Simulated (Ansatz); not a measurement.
The system is SnSe.

```
CELL_PARAMETERS angstrom
0.00000 3.39084 3.39084
3.39084 0.00000 3.39084
3.39084 3.39084 0.00000
ATOMIC_POSITIONS crystal
Sn 0.00000 0.00000 0.00000
Se 0.75000 0.75000 0.75000
```

The cell was built by a generator and needn't be a form met in nature.

| Quantity | Value |
| --- | --- |
| Program | Ansatz 0.2.0 |
| Task | relaxation of cell and atoms |
| Functional | HSEsol |
| Potentials or basis | Ansatz PAW |
| Cutoff | 420 eV (not typed: the program's choice for these potentials) |
| k mesh | 4 × 4 × 4 |
| Occupations | fermi-dirac, width 0.05 eV |
| Spin | no spin polarisation |

At the start: volume 38.99 Å³/atom.

**Question.** How do energy, volume and symmetry change on relaxing?

**Answer.** It ends after 4 steps and the volume is 36.33 Å³/atom (-6.8 %); space group F-43m (No. 216, to 0.05 Å).

Step by step:
| step | energy change (eV) | largest force (eV/Å) | volume (Å³) |
| --- | --- | --- | --- |
| 1 | 0.0000 | 0.0000 | 77.97 |
| 2 | -0.0299 | 0.0000 | 72.84 |
| 3 | -0.0300 | 0.0000 | 72.66 |
| 4 | -0.0292 | 0.0000 | 72.66 |

Final structure:
```
Sn Se
1.0
     0.00000    3.31200    3.31200
     3.31200    0.00000    3.31200
     3.31200    3.31200    0.00000
Sn Se
1 1
Direct
  0.00000 0.00000 0.00000
  0.75000 0.75000 0.75000
```

Caveat: the k mesh is coarse (spacing up to 0.40 Å⁻¹), so the values aren't converged, least of all with exact exchange; the plane-wave basis is chosen anew once the cell has moved, so the energies of steps on either side of that aren't comparable; the PAW data sets come from PBE, with cores solved anew for the run's functional, which leaves a small shift of forces and pressure.
